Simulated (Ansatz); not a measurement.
# Nb: density of states with BLYP+D4

Nb:

```
Nb
1.0
    -0.06014    2.10375    2.07783
     2.14322   -0.04451    2.06221
     2.11857    2.06348   -0.01987
Nb
1
Direct
  0.00000 0.00000 0.00000
```

The cell isn't the ideal one: cell strained at random at fixed volume.

```yaml
Program: Ansatz 0.2.0
Task: density of states
Functional: BLYP
Dispersion: D4
Potentials_or_basis: Ansatz PAW
Cutoff: "420 eV (not typed: the program's choice for these potentials)"
k_mesh: 8 × 8 × 8
Occupations: gaussian, width 0.15 eV
Spin: non-collinear spin, ferromagnetic start
Starting_moments: "[[0.5, 0.0, 0.0]] μB"
```

```yaml
Pressure: -1.3 GPa
Band_gap_on_the_k_mesh: none (metal or under the smearing width)
Net_moment: 0.00 μB per cell
Absolute_moment: 0.00 μB per cell
Density_of_states_at_the_Fermi_level: 1.81 states/eV per cell
```

Stress tensor (GPa, compression positive):
```
 3.77 -2.43 -0.69
-2.43 -2.12 -0.12
-0.69 -0.12 -5.48
```

Levels at points of the mesh, in eV from the Fermi level:
```csv
k point,band 8,band 9,band 10,band 11,band 12,band 13,band 14,band 15,band 16,band 17
"(0.00, 0.00, 0.00)",-30.19,-6.03,-6.03,-0.39,-0.39,0.17,0.17,0.36,0.36,2.34
"(0.00, 0.00, -0.50)",-30.36,-3.76,-3.76,-0.58,-0.58,0.31,0.31,1.65,1.65,4.36
"(0.00, -0.50, 0.00)",-30.34,-3.76,-3.76,-0.33,-0.33,0.20,0.20,1.45,1.45,4.16
"(0.00, -0.50, -0.50)",-30.59,-3.93,-3.93,-3.25,-3.25,3.35,3.35,4.44,4.44,5.02
"(-0.50, 0.00, 0.00)",-30.33,-3.77,-3.77,-0.08,-0.08,0.03,0.03,1.32,1.32,4.17
"(-0.50, 0.00, -0.50)",-30.61,-3.94,-3.94,-3.28,-3.28,3.79,3.79,4.35,4.35,4.94
"(-0.50, -0.50, 0.00)",-30.60,-3.95,-3.95,-3.32,-3.32,4.00,4.00,4.45,4.45,4.93
"(-0.50, -0.50, -0.50)",-30.39,-3.76,-3.76,-0.59,-0.59,0.18,0.18,1.83,1.83,4.57
```

States per cell in windows of 1 eV (zero at the Fermi level; states under -8 eV left out):
```tsv
from (eV)	total
-8.0	0.00
-7.0	0.00
-6.0	0.06
-5.0	0.15
-4.0	0.98
-3.0	1.31
-2.0	1.12
-1.0	1.50
0.0	1.37
1.0	1.12
2.0	0.89
3.0	0.87
4.0	0.99
5.0	0.19
6.0	0.19
7.0	0.17
```

Moments on the atoms (μB; x, y, z):
```
Nb  0.00 0.00 0.00
```

Wall time 64 s on 1 thread of Arm Neoverse V1 (shared host), peak memory 0.49 GiB.

Caveat: pairwise dispersion overbinds metals, which lowers pressure and volume; the PAW data sets come from PBE, with cores solved anew for the run's functional, which leaves a small shift of forces and pressure; the starting moments weren't kept.
